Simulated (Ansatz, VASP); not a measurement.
**One calculation of SnSe, two programs**

```
Sn Se
1.0
     0.00000    3.01043    3.01043
     3.01043    0.00000    3.01043
     3.01043    3.01043    0.00000
Sn Se
1 1
Direct
  0.00000 0.00000 0.00000
  0.50000 0.50000 0.50000
```

Alike in both runs: task electric field gradients; functional PBE; k mesh 11 × 11 × 11; occupations fermi-dirac, width 0.05 eV; no spin polarisation.

|  | VASP | Ansatz |
| --- | --- | --- |
| version | VASP 6.6.1 | Ansatz 0.2.0 |
| potentials or method | VASP PAW PBE potentials, release 64 (Sn_d, Se) | PAW with Ansatz's default frozen-core files, scalar-relativistic |
| plane-wave cutoff (eV) | 520 | 420 |
| valence electrons in the cell | 20 | 30 |

|  | VASP | Ansatz | Ansatz less VASP |
| --- | --- | --- | --- |
| pressure (GPa) | 1.0 | 1.0 | 0.00 |
| Vzz of the field gradient on the site that differs most (V/Å²) | 0.0 | 0.0 | 0.00 |

With one functional, cell and mesh, what is left measures potentials, basis and numerics. The two sets of potentials don't hold the same shells in valence. Ansatz warned: «gradients_without_spin_orbit».
